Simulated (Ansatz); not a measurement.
Input of an Ansatz 0.2.0 run:

input.yaml

```yaml
crystal:
  lattice:
    - [-2.6975585167, 2.6975585167, 2.6975585167]
    - [2.6975585167, -2.6975585167, 2.6975585167]
    - [2.6975585167, 2.6975585167, -2.6975585167]
  atoms:
    - { symbol: K, position: [0.0, 0.0, 0.0] }
kpoints:
  mp_grid: { grid: [7, 7, 7] }
scf:
  occupations: { method: fermi_dirac, width: 0.05 }
hamiltonian:
  xc: revpbe
  dispersion: d4
  pseudopotentials: { kind: all_electron, lapw: { basis_error: 0.001 } }
output:
  forces: true
  stress: true
relax:
  f_tol: 0.005
  max_steps: 60
  cell: {}
```

Potentials or basis: all-electron LAPW, scalar-relativistic.

Run with:

```console
$ ansatz run input.yaml --threads 1 --pin off --max-ram 3072MiB --backend cpu --events-out ev --progress --plain --runs-dir out
```

Question: Predict the space group after relaxing (to 0.05 Å).

Answer: Im-3m (No. 229).

Question: What does it give for the relaxed cell?

Answer: a = 4.607 Å, b = 4.607 Å, c = 4.607 Å, α = 109.47°, β = 109.47°, γ = 109.47°.

Final structure:
```
CELL_PARAMETERS angstrom
-2.65972 2.65972 2.65972
2.65972 -2.65972 2.65972
2.65972 2.65972 -2.65972
ATOMIC_POSITIONS crystal
K 0.00000 0.00000 0.00000
```
